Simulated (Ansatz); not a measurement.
## Ta₂C: do energies and stresses tell the same story?

The calculation used DFT PBEsol, scalar-relativistic, plane waves, PAW (Ansatz 0.2.0).

Cutoff 420 eV; k points 18×18×8 on the computed 3-atom cell (Γ-centred); Gaussian smearing, width 0.10 eV; no spin polarisation.

Relaxed cell: P-3m1, a = 3.095 Å, b = 3.095 Å, c = 4.921 Å, α = 90.00°, β = 90.00°, γ = 120.00°, 3 atoms in the primitive cell.

Energies at zero smearing and pressures from the stress tensor, at volumes with shape and atoms relaxed:
```tsv
V (Å³/atom)	E − E(first) (meV/atom)	P (GPa)
11.977	0.00	45.30
12.386	-97.15	31.24
12.794	-160.97	19.15
13.202	-196.22	8.81
13.611	-207.12	-0.01
14.019	-197.27	-7.53
14.427	-169.75	-13.92
14.972	-110.13	-20.93
```

Question: Check P = −dE/dV between neighbouring volumes, and get the bulk modulus from the pressures alone.

Answer: With 1 eV/Å³ = 160.2 GPa:
```tsv
middle V (Å³/atom)	−ΔE/ΔV (GPa)	mean P (GPa)
12.181	38.120	38.272
12.590	25.043	25.198
12.998	13.832	13.982
13.406	4.275	4.402
13.815	-3.866	-3.766
14.223	-10.797	-10.724
14.699	-17.546	-17.428
```

The two differ by 0.16 GPa at most. The mean of two end pressures misses the average over a step by about ΔV² P″/12, up to 0.18 GPa here; with that taken off 0.03 GPa remains. The stress is the derivative of the free energy, not of the energy at zero smearing, and with free energies 0.01 GPa remains. Around V = 13.611 Å³/atom, the two neighbours give B = −V ΔP/ΔV = 13.611 × 16.34 / 0.817 = 272.3 GPa, against B0 = 270.3 GPa from the Birch–Murnaghan fit of the energies.

Spin–orbit coupling is left out, which can shift energies with elements as heavy as these.